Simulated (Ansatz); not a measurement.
# TiSi2 (Immm) in Ansatz: further runs

Runs on TiSi2. Level: HSE06 form with a typed share of exact exchange. Tasks: single point.

All numbers are computed with Ansatz 0.2.0; they aren't measurements. Logs are shortened: lines on timing, memory, paths and dates and some standing lists are left out, and cuts for length are marked.

**1. The structure**

It takes space group Immm (No. 71, orthorhombic). The conventional cell has a = 2.946 Å, b = 3.424 Å, c = 8.424 Å, α = 90.00°, β = 90.00°, γ = 90.00°. Ti (site symmetry mmm) has 10 Si at 2.67 to 2.78 Å and 2 Ti at 2.95 Å as nearest neighbours. Si (site symmetry mm2) has 7 Si at 2.63 to 2.95 Å and 5 Ti at 2.67 to 2.78 Å as nearest neighbours.

The cell comes from a database or a generator and needn't be the stable form of this composition.

**2. Single point, HSE06 form with a typed share of exact exchange**

input reads:

```
crystal:
  lattice:
    - [-1.472872, 1.71213, 4.212083]
    - [1.472872, -1.71213, 4.212083]
    - [1.472872, 1.71213, -4.212083]
  atoms:
    - { symbol: Ti, position: [0.0, 0.0, 0.0] }
    - { symbol: Si, position: [0.670078, 0.670078, 0.0] }
    - { symbol: Si, position: [0.329922, 0.329922, 0.0] }
hamiltonian:
  xc: { exchange: pbe, correlation: pbe, exx: { coeff: 0.25, omega: 0.1 } }
  pseudopotentials: { kind: paw }
kpoints:
  mp_grid: { grid: [6, 6, 6] }
scf:
  occupations: { method: fermi_dirac, width: 0.05 }
output:
  forces: true
  stress: true
  eigenvalues: true
```

Potentials or basis: Ansatz PAW.

What it wrote:

```text
Warning: output.stress: scf.convergence.dr2_threshold = 1e-7 eV (the SCF's general default) is looser than the 3e-10 eV advised for a printed stress (1e-10 eV for each atom of the cell: 3). What an SCF threshold leaves in a stress goes as its square root, and in the free energy as the threshold itself, and one threshold admits the most on a small cell: of the crystals measured, under no hybrid functional and no lock of the moments, on runs that ended without the residual-converged pass, on stresses that held no estimate of that error, the worst erred by over 100 MPa in a component at 1e-7 eV an atom and by under 5 at 1e-10. Set scf.convergence.dr2_threshold to 3e-10 eV or tighter. The threshold is an SCF's pass mark: one that does not reach it within its budget of iterations ends unconverged, or closes short of it on a stop that the run arms, and scf.convergence.dr2_threshold's page says what that costs each kind of run
Warning: output.stress: scf.exx.energy_threshold = 1e-6 eV is looser than the 3e-8 eV advised for a stress under a hybrid functional (1e-8 eV for each atom of the cell: 3). Every SCF of the exchange loop can meet its threshold on dr2 while the loop round them stops early: no threshold on dr2 bounds what that leaves in the stress. Set scf.exx.energy_threshold to 3e-8 eV or tighter. The threshold is the loop's pass mark: a loop that does not reach it within its budget of cycles ends unconverged, and scf.exx.energy_threshold's page has the law
basis.fft_grid_basis auto: the FFT boxes are laid along the combinations [[1, 0, 1], [0, 1, 1], [0, 0, 1]] of the cell's own vectors, 3.424, 2.946 and 4.779 Å long. The dense box has 24×20×32 points. Along the cell's own vectors, as sized, it would have 32×32×32, 2.13 times as many. Of the 8 symmetry operations that the crystal satisfies within crystal.symmetry.tolerance (time reversal apart; of a slab, those that keep its plane) the dense box along the cell's own vectors carries 8, and the one as laid loses 6 of those. basis.fft_grid_basis: typed keeps the cell's own vectors: state it where this run's energies or levels are differenced outside the engine with another run's, or held beside a run that keeps those vectors.
exact exchange: scf.exx.singularity resolves to wigner_seitz, which cuts the screened interaction at the faces of the exchange supercell's Wigner-Seitz cell, so that each pair interacts once, at the shortest of its separations (the periodic images that this leaves out come, for a point-like exchange hole, to about 0.006 eV on a filled level). The cut falls within the interaction's reach, and what an exchange supercell this small leaves in the energy, the band gaps and, where it is computed, the pressure is not bounded here. The exchange supercell (the smallest cell that an SCF of this deck is solved on times the 6×6×6 mesh of the exchange sum) has its nearest image at L = 17.67 Å, 1.77 times the interaction's range 1/ω = 10.00 Å. A denser mesh of the exchange sum (kpoints.mp_grid; where a k-mesh is refused, the cell repeated along its short axes), shrinks what is left. The k-mesh (kpoints.mp_grid) can leave an error of its own, as it does under a semilocal functional: two runs of this structure under PBE, one on that k-mesh and one on a denser one or on the cell repeated (per cell), show about how large it is in the energy; in a metal the hybrid's can be larger than they show. Converge the k-mesh under the hybrid itself. See scf.exx.q_mesh
GPUs: using 1 of 1 available (devices: 1).
Engine: ansatz 0.2.0, x86_64-unknown-linux-gnu
Pseudopotentials: kind: paw
Pseudopotential: Ti, paw, valence charge 12, recommended cutoff 420 eV (normal), Ti.paw.azcp
Pseudopotential: Si, paw, valence charge 4, recommended cutoff 420 eV (normal), Si.paw.azcp
Functional definition: unnamed
  parameter a_1 = 0.25
  parameter omega_1 = 0.1/angstrom
  exchange = pbe_x + (-a_1)*pbe_x_sr(omega_1) + a_1*exact_x_sr(omega_1)
  correlation = pbe_c
device memory: the entry about to start is reckoned to put 0.8 GiB on a device that reports 37.1 GiB free (of which the cap on the GPU budget leaves the run 18.0 GiB)
GPU FFT provider: cuFFT
GPU libraries: cuBLAS 13.8.2, cuFFT 12.4.0, cuSOLVER 12.3.4
Crystal: 3 atoms, lattice volume = 42.487 Å³
Basis set: ecut = 420 eV, 839 PW (Γ), FFT grids on a1+a3, a2+a3, a3, exchange–correlation on 48×40×64 points (8 copies of the dense FFT grid, shifted against one another)
Bands: 14, of which v1, the nominal top of the filled ones, is band 10 counted from 1 (9 counted from 0)
Symmetry: 8 space group operations
Space group: Immm (ITA 71), of the structure as read, at distance tolerance 3.5e-5 Å
k-points: 46 of 216
Non-local potential: Ti, projectors of the file, l = 0: 3, l = 1: 2, l = 2: 3, l = 3: 1
Non-local potential: Si, projectors of the file, l = 0: 2, l = 1: 2, l = 2: 2
PAW form: soft (Blöchl's): semilocal exchange-correlation on the pseudo side does not see the compensation charge
PAW frozen core: Ti, regenerated for the run's functional, and the local potential with it (the file was generated under x = pbe(κ = 0.804, μ = 0.2195149727645171), c = pbe(β = 0.06672455060314922))
PAW frozen core: Si, regenerated for the run's functional, and the local potential with it (the file was generated under x = pbe(κ = 0.804, μ = 0.2195149727645171), c = pbe(β = 0.06672455060314922))
PAW one-centre angular grid: Ti, 590 points (default); XC on 64 Gauss nodes
PAW one-centre angular grid: Si, 110 points (default); XC on 64 Gauss nodes
[... 56 lines left out ...]
hybrid SCF converged: 2 outer / 12 inner (+8 warm-up), last move |dexx| = 6.22e-6 eV, tail = 1.93e-8 eV
Stability not checked: this state was not tested for a lower state beside it, because the functional holds exact exchange (a hybrid, or Hartree-Fock), whose exchange loop this test does not read (fock_operator; see scf.lower_state_search)
Free energy (F): -3772.732114 eV
Frozen-core exchange: fock
Harris-Foulkes:  -3772.732114 eV  (|F-HF|=4.75e-10)
Internal energy: -3772.726583 eV  (E = F + TS)
E sigma→0 (E₀):  -3772.729349 eV
Entropy (-TS):   -0.005531 eV (-1.844 meV/atom)
Fermi energy:    12.377279 eV
--- Per-component energies (eV) ---
  E_band       = -151.073727
  E_kinetic    = 358.183656
  E_local      = -1014.869394  (includes V_loc(G=0)·N_el)
  E_nonlocal   = 53.808264
  E_hartree    = 440.860732
  E_xc         = -168.011421
  E_vxc        = -174.703684  (∫ρ·V_xc dr)
  E_exx        = -54.824949  (= α·E_x^exact, valence–valence)
  E_paw        = -2060.337985  (= ΣΔE_a)
  E_vpaw       = -145.563497  (= ΣTr[D̂ρ^β])
  E_aug_tail   = 0.000137  (compensation charges beyond the density's cutoff)
  E_ewald      = -1327.243671
  E_core_change = -0.291950  (= ΣΔE_core)
  E_smearing   = -0.005531  (= −TS)
  E_closure    = -0.000001  (closes the sum)
  Σ components = -3772.732114   (vs F -3772.732114, Δ=0.00e0)
--- Forces (eV/Å), atoms counted from 1 ---
  atom   1  Ti     0.00000000     0.00000000     0.00000000
  atom   2  Si    -0.00000000     0.00000000     0.17758125
  atom   3  Si     0.00000000     0.00000000    -0.17758125
  max |Σ_I F_I| component: 2.78e-17 eV/Å
--- Stress (GPa, compression-positive) ---
       -2.058523      -0.000000       0.000000
       -0.000000      -3.265750      -0.000000
        0.000000      -0.000000      -4.798121
  P = ⅓ Tr σ = -3.3741 GPa (-33.741 kbar)
--- Band table (eV; the first three rows and the last of 46) ---
  k-point 0: bands = ["-48.9370", "-23.6437", "-23.6341", "-23.3464", "-2.0687", "6.6507", "7.3418", "9.7002", "11.2779", "13.6184", "14.9467", "15.8021", "15.9987", "17.1542"]
  k-point 1: bands = ["-48.9248", "-23.6531", "-23.6273", "-23.4441", "-1.1558", "7.0179", "7.3396", "9.0127", "11.1659", "11.3720", "13.2146", "15.7692", "16.8092", "17.3270"]
  k-point 2: bands = ["-48.9007", "-23.6814", "-23.6314", "-23.5940", "1.3982", "6.3132", "7.5648", "7.8738", "10.0571", "10.8644", "11.3143", "15.8305", "16.5196", "16.6727"]
  k-point 45: bands = ["-48.9371", "-23.6503", "-23.6375", "-23.3469", "-0.7481", "1.9663", "10.6737", "10.6940", "11.8244", "13.2121", "15.2503", "15.4135", "15.8631", "16.6384"]
```

It took 48 s on 1 × NVIDIA H100 80GB HBM3 with 2 threads of AMD EPYC 7R13 (Zen 3), shared host; peak memory 2.9 GiB.

Results:

```yaml
Free_energy: -3772.7321 eV
Pressure: -3.4 GPa
Largest_force: 0.178 eV/Å
Band_gap_on_the_k_mesh: none (metal or under the smearing width)
```

Forces on the atoms (eV/Å):
```
Ti   0.000  0.000  0.000
Si   0.000  0.000  0.178
Si   0.000  0.000 -0.178
```

Stress tensor (GPa, compression positive):
```
-2.06  0.00  0.00
 0.00 -3.27  0.00
 0.00  0.00 -4.80
```

Caveat: the k mesh is coarse (spacing up to 0.47 Å⁻¹), so the values aren't converged, least of all with exact exchange; the PAW data sets come from PBE, with cores solved anew for the run's functional, which leaves a small shift of forces and pressure; the thresholds are loose for stress.

(Continued in part 2 of 2.)
